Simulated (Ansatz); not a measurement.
# Si2Mo (I4/mmm) in Ansatz: a series of runs, part 2 of 2

Ansatz 0.2.0.

**4. Ladder of functionals, revPBE+U (volume scaled by 0.96)**

The input, input.yaml:

```yaml
crystal:
  lattice:
    - [-1.5783757276, 1.5783757276, 3.8773786233]
    - [1.5783757276, -1.5783757276, 3.8773786233]
    - [1.5783757276, 1.5783757276, -3.8773786233]
  atoms:
    - { symbol: Mo, position: [0.0, 0.0, 0.0] }
    - { symbol: Si, position: [0.667, 0.667, 0.0] }
    - { symbol: Si, position: [0.333, 0.333, 0.0] }
hamiltonian:
  xc: revpbe
  pseudopotentials: { kind: nc }
  hubbard:
    sites: [{ species: Mo, l: d, u_eff: 4.0 }]
    projectors: all-electron-atomic
kpoints:
  mp_grid: { grid: [12, 12, 12] }
scf:
  occupations: { method: fermi_dirac, width: 0.01 }
output:
  forces: true
  stress: true
  eigenvalues: true
  xc_energy_on_converged_density: [lda, pbe, pbesol, rpbe, blyp, r2scan]
```

Potentials or basis: Ansatz NC.

Command:

```sh
$ ansatz run input.yaml --threads 2 --pin off --max-ram 5120MiB --backend cpu --events-out ev --progress --plain --runs-dir out
```

Standard output:

```text
Warning: its header states that it serves every functional but a meta-GGA or a hybrid on one (`serves`), and output.xc_energy_on_converged_density lists r2scan: such an energy is of a file that was made and tested for others. Choose a file that serves it under hamiltonian.pseudopotentials (kind, source, accuracy or azcp)
Warning: its header states that it serves every functional but a meta-GGA or a hybrid on one (`serves`), and output.xc_energy_on_converged_density lists r2scan: such an energy is of a file that was made and tested for others. Choose a file that serves it under hamiltonian.pseudopotentials (kind, source, accuracy or azcp)
Warning: RAYON_NUM_THREADS=2 ignored (pool sized by the plan → 2); use --threads N
basis.fft_grid_basis auto: the FFT boxes are laid along the combinations [[1, 0, 1], [0, 1, 1], [0, 0, 1]] of the cell's own vectors, 3.157, 3.157 and 4.474 Å long. The dense box has 36×36×50 points. Along the cell's own vectors, as sized, it would have 50×50×50, 1.93 times as many. Of the 16 symmetry operations that the crystal satisfies within crystal.symmetry.tolerance (time reversal apart; of a slab, those that keep its plane) the dense box along the cell's own vectors carries 16, and the one as laid loses 12 of those. basis.fft_grid_basis: typed keeps the cell's own vectors: state it where this run's energies or levels are differenced outside the engine with another run's, or held beside a run that keeps those vectors.
Engine: ansatz 0.2.0, x86_64-unknown-linux-gnu
Pseudopotentials: kind: nc
Pseudopotential: Mo, nc, valence charge 14, recommended cutoff 1088.45545 eV (normal), Mo.nc.azcp
Pseudopotential: Si, nc, valence charge 4, recommended cutoff 489.804952 eV (normal), Si.nc.azcp
Functional definition: revPBE
  parameter kappa = 1.245
  parameter beta = 0.06672455060314922
  exchange = pbe_x(kappa = kappa, mu = beta*pi^2/3)
  correlation = pbe_c(beta = beta)
Crystal: 3 atoms, lattice volume = 38.638 Å³
Basis set: ecut = 1088.45545 eV, 3085 PW (Γ), FFT grids on a1+a3, a2+a3, a3, exchange–correlation on 72×72×100 points (8 copies of the dense FFT grid, shifted against one another)
Bands: 15, of which v1, the nominal top of the filled ones, is band 11 counted from 1 (10 counted from 0)
Symmetry: 16 space group operations
Space group: I4/mmm (ITA 139), of the structure as read, at distance tolerance 3.4e-5 Å
k-points: 163 of 1728
Non-local potential: Mo, projectors of the file, l = 0: 2, l = 1: 2, l = 2: 2, l = 3: 1
Non-local potential: Si, projectors of the file, l = 0: 2, l = 1: 2, l = 2: 2
Initial density: superposition of atomic densities (chi_scale 0.1, normalization cell, long waves kept (reshape's long-wave potential 0.00 eV rms))
Initial wavefunctions: pseudopotential atomic-orbital guess
Functional: x = revpbe(κ = 1.245, μ = 0.2195149727645171), c = pbe(β = 0.06672455060314922)
Listed functional: x = slater, c = lda
Listed functional: x = pbe(κ = 0.804, μ = 0.2195149727645171), c = pbe(β = 0.06672455060314922)
Listed functional: x = pbesol(κ = 0.804, μ = 0.12345679012345678), c = pbesol(β = 0.046)
Listed functional: x = rpbe, c = pbe(β = 0.06672455060314922)
Listed functional: x = b88, c = lyp
Listed functional: x = r2scan, c = r2scan; τ floored in thin density (d = 2e-4 eV/Å³)
SCF iter   1: F=—  HF=-2139.879717 eV  |F-HF|=—  |Δ(HF+E_count)|=         —  Δρ=9.31e-2  dr2=4.80e0  ethr=3.10e-3  ⟨swp⟩=6.2  Hψ=15417  notcnv=0
preconditioner: auto → Kerker (q_TF=auto, 2.484 Å⁻¹)  [metal: Δε(μ)=0.022 eV  Ē_g=8.343 eV  σ=0.010 eV  W_gap=0.47  n_scr=10 (ndim 8)  ℏωp=22.4 eV  f_vac=0.000  D(μ)=0.24/eV (n_scr^D=0)]
SCF iter   2: F=—  HF=-2139.609041 eV  |F-HF|=—  |Δ(HF+E_count)|=   2.71e-1  Δρ=3.01e-2  dr2=2.06e-1  ethr=3.10e-3  ⟨swp⟩=3.0  Hψ=6638  notcnv=0  defer=9
SCF iter   3: F=—  HF=-2140.098454 eV  |F-HF|=—  |Δ(HF+E_count)|=   4.89e-1  Δρ=1.83e-2  dr2=1.68e-1  ethr=9.38e-4  ⟨swp⟩=2.1  Hψ=3903  notcnv=0  defer=9
SCF iter   4: F=—  HF=-2140.124991 eV  |F-HF|=—  |Δ(HF+E_count)|=   2.65e-2  Δρ=7.49e-3  dr2=2.28e-2  ethr=7.65e-4  ⟨swp⟩=2.1  Hψ=3840  notcnv=0  defer=6
SCF iter   5: F=—  HF=-2140.133968 eV  |F-HF|=—  |Δ(HF+E_count)|=   8.98e-3  Δρ=1.66e-3  dr2=8.40e-4  ethr=1.04e-4  ⟨swp⟩=2.4  Hψ=3975  notcnv=0  defer=6
SCF iter   6: F=—  HF=-2140.134510 eV  |F-HF|=—  |Δ(HF+E_count)|=   5.42e-4  Δρ=2.50e-4  dr2=2.76e-5  ethr=3.82e-6  ⟨swp⟩=2.5  Hψ=4186  notcnv=0  defer=5
SCF iter   7: F=—  HF=-2140.134520 eV  |F-HF|=—  |Δ(HF+E_count)|=   9.82e-6  Δρ=2.50e-5  dr2=1.43e-7  ethr=1.25e-7  ⟨swp⟩=2.6  Hψ=3810  notcnv=0  defer=5
SCF iter   8: F=-2140.134520 eV  HF=-2140.134520 eV  |F-HF|=1.12e-8  |Δ(HF+E_count)|=   6.81e-8  Δρ=6.21e-6  dr2=1.41e-8  ethr=4.55e-10  ⟨swp⟩=7.2  Hψ=13810  notcnv=0
SCF 1 converged in 8 iterations: F = -2140.134520 eV  dr2 = 1.41e-8
SCF converged after 8 iterations
Free energy (F): -2140.134520 eV
Harris-Foulkes:  -2140.134520 eV  (|F-HF|=1.12e-8)
Internal energy: -2140.134437 eV  (E = F + TS)
E sigma→0 (E₀):  -2140.134478 eV
Entropy (-TS):   -0.000083 eV (-0.028 meV/atom)
Fermi energy:    16.486383 eV
--- Per-component energies (eV) ---
  E_band       = -30.460289
  E_kinetic    = 706.821843
  E_local      = -1428.584586  (includes V_loc(G=0)·N_el)
  E_nonlocal   = 274.022078
  E_hartree    = 407.109849
  E_xc         = -372.131145
  E_vxc        = -388.797478  (∫ρ·V_xc dr)
  E_hubbard    = 3.543265  (on-site DFT+U / exact-exchange correction)
  E_vhub       = -8.137601  (the Hubbard potential's part of the band-sum identity)
  E_ewald      = -1730.915740
  E_smearing   = -0.000083  (= −TS)
  E_closure    = 0.000000  (closes the sum)
  Σ components = -2140.134520   (vs F -2140.134520, Δ=0.00e0)
--- Forces (eV/Å), atoms counted from 1 ---
  atom   1  Mo    -0.00000000     0.00000000     0.00000000
  atom   2  Si     0.00000000     0.00000000    -0.67825416
  atom   3  Si     0.00000000     0.00000000     0.67825416
  max |Σ_I F_I| component: 2.22e-16 eV/Å
--- Stress (GPa, compression-positive) ---
        6.245248       0.000000       0.000000
        0.000000       6.245248       0.000000
        0.000000       0.000000       3.930798
  P = ⅓ Tr σ = 5.4738 GPa (54.738 kbar)
--- E_xc of listed functionals on the converged density (eV per cell; not total energies) ---
  on the closing iteration's output density plus the core of the run's pseudopotentials (for a meta-GGA, its output tau too, plus the cores' where a run under it adds that), as the run's own E_xc is; on PAW an entry holds the one-centre parts besides; self-consistent for revpbe alone
  E_xc = -369.532405  lda
  E_xc = -371.863857  pbe
  E_xc = -369.662316  pbesol
  E_xc = -372.239297  rpbe
  E_xc = -364.322133  blyp
  E_xc = -382.452636  r2scan
--- Band table (eV; the first three rows and the last of 163) ---
  k-point 0: bands = ["-43.1602", "-17.3952", "-17.2564", "-17.2564", "2.9919", "9.6044", "13.3556", "13.4148", "13.4550", "13.4550", "16.8195", "19.7243", "20.1218", "20.6410", "20.6410"]
  k-point 1: bands = ["-43.1551", "-17.3916", "-17.2786", "-17.2757", "3.2035", "9.8442", "12.2444", "12.8851", "13.4436", "14.6855", "16.0105", "19.4986", "20.1892", "20.4228", "20.7566"]
  k-point 2: bands = ["-43.1451", "-17.3812", "-17.3362", "-17.3274", "3.7852", "10.4013", "11.3586", "11.7169", "13.7182", "14.4554", "15.3844", "19.1710", "20.4208", "20.5704", "20.9576"]
  k-point 162: bands = ["-43.1850", "-17.4286", "-17.2586", "-17.2586", "4.8651", "6.2519", "12.7930", "14.1807", "15.6748", "15.6748", "16.2427", "16.2427", "16.9779", "21.5974", "22.4271"]
Occupation matrices written to <dir>
```

It took 14 s on 2 threads of Intel Xeon Platinum 8488C (Sapphire Rapids), shared host; peak memory 0.84 GiB.

What came out:

* Free energy: -2140.1345 eV
* Pressure: 5.5 GPa
* Largest force: 0.678 eV/Å
* Band gap on the k mesh: none (metal or under the smearing width)

Forces in eV/Å, atoms in the order of the input:
```
Mo   0.000  0.000  0.000
Si   0.000  0.000 -0.678
Si   0.000  0.000  0.678
```

Stress tensor (GPa, compression positive):
```
6.25 0.00 0.00
0.00 6.25 0.00
0.00 0.00 3.93
```

Eigenvalues of the final occupation matrices:
| site | spin | trace | eigenvalues |
| --- | --- | --- | --- |
| site 1 | 1 | 3.81 | 0.65 0.72 0.81 0.81 0.82 |

Caveat: the potentials were made for another functional, which shifts forces and pressure; U without spin polarisation on a metal has little footing; the U is typed as a test and isn't derived for this compound.
